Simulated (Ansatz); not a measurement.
LiCl (Fm-3m), an elastic constant from a strain scan

Theory: Ansatz, DFT PBE, scalar-relativistic, plane waves, PAW. Cutoff 420 eV, Γ-centred 8×8×8 k-points, Gaussian smearing of 0.05 eV. No spin polarisation. Energies are free energies at this smearing, counted from the undisturbed cell; pressure is positive in compression.

Reference structure (as given, not relaxed at this level; it stands at 0.4 GPa):

```yaml
crystal:
  lattice:
    - [0.00000, 2.56476, 2.56476]
    - [2.56476, 0.00000, 2.56476]
    - [2.56476, 2.56476, 0.00000]
  atoms:
    - { symbol: Li, position: [0.00000, 0.00000, 0.00000] }
    - { symbol: Cl, position: [0.50000, 0.50000, 0.50000] }
```

The cell is strained by ε times the Voigt pattern (1, 1, 0, 0, 0, 0) (xx, yy, zz, yz, xz, xy; engineering shear) with fractional coordinates fixed. The cell holds 2 atoms in V0 = 33.74 Å³. The stress column is τ = (1/V0) dE/dε, got from the stress tensor σ (compression positive) at each point as −det(1 + εP) σ : P(1 + εP)⁻¹, with P the pattern as a tensor.

```csv
ε,ΔE (meV/atom),τ (GPa)
-0.0400,18.623,-8.627
-0.0300,10.769,-6.333
-0.0200,5.203,-4.276
-0.0100,1.686,-2.437
0.0000,0.000,-0.796
0.0100,-0.053,0.666
0.0200,1.344,1.963
0.0300,4.029,3.112
0.0350,5.806,3.635
0.0400,?,?
```

Q: Which combination of elastic constants does this scan measure, and how large is it?

A: For small ε, τ = τ0 + Kε with K = pᵀCp, which for this pattern is 2(C11 + C12) in the cubic axes. The parabola through τ at ε = -0.0100, 0 and 0.0100 has slope K = 155 GPa at zero. The energies per cell, E = NΔE, of the wider pair ε = ±0.0300 give K = 2[E(ε₊)/ε₊ − E(ε₋)/ε₋]/[(ε₊ − ε₋)V0] = 156 GPa, in agreement.

Q: Predict the withheld row at ε = 0.0400 from the harmonic law, and compare.

A: ΔE = V0(τ0 ε + Kε²/2)/N = 9.718 meV/atom and τ = 5.41 GPa. The calculation gives 7.851 meV/atom and 4.13 GPa: the energy lies 19 % below the harmonic value, as bonds soften when stretched.